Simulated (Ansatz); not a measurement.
# SnSe (zincblende): gap against strain (uniaxial along [111], other directions held)

Zincblende SnSe, relaxed with r2SCAN in Ansatz, then strained (uniaxial along [111], other directions held; changes of length per length, axes as in the cell below) with the atoms relaxed again within the symmetry that is left. The symmetry is F-43m (No. 216, cubic); a = 6.728 Å in the conventional setting, 38.07 Å³ an atom. Sn has 4 Se at 2.91 Å; Se has 4 Sn at 2.91 Å. Note: simulated data, non-magnetic, for a generated structure that need not be the stable one.

```
Sn Se
1.0
     0.00000    3.36398    3.36398
     3.36398    0.00000    3.36398
     3.36398    3.36398    0.00000
Sn Se
1 1
Direct
  0.00000 0.00000 0.00000
  0.25000 0.25000 0.25000
```

Gaps are the least over each mesh (HSE06 4×4×4 when unstrained) and the special points, which keep their unstrained names.

```
strain (%)  gap, HSE06 (eV)               edges, HSE06
     -0.76            0.276  (0.247, -1/2, -0.247) → X
       0.0            0.304                      W → X
     +3.72            0.458  (0.266, -1/2, -0.266) → X
```

Question: Estimate the row for a strain of -1.0 %.

Answer:
```
strain (%)  gap, HSE06 (eV)  edges, HSE06
      -1.0            0.269         W → X
```

Between zero and the nearest strains the slope of the HSE06 gap against strain is +0.038 eV per percent for negative and +0.041 for positive strain.

Spin-orbit coupling is left out, which matters wherever the heavy atoms make up the band edges.

Where an edge lies off the special points, it is a point of the mesh or the k point where a search put PBE's edge or least direct gap, reused for the other functionals, whose own edges may lie a little apart.

Coordinates of k points refer to the reciprocal vectors of the primitive cell of the runs.

The meshes of the hybrids are coarse, so their gaps aren't converged to the digits shown.
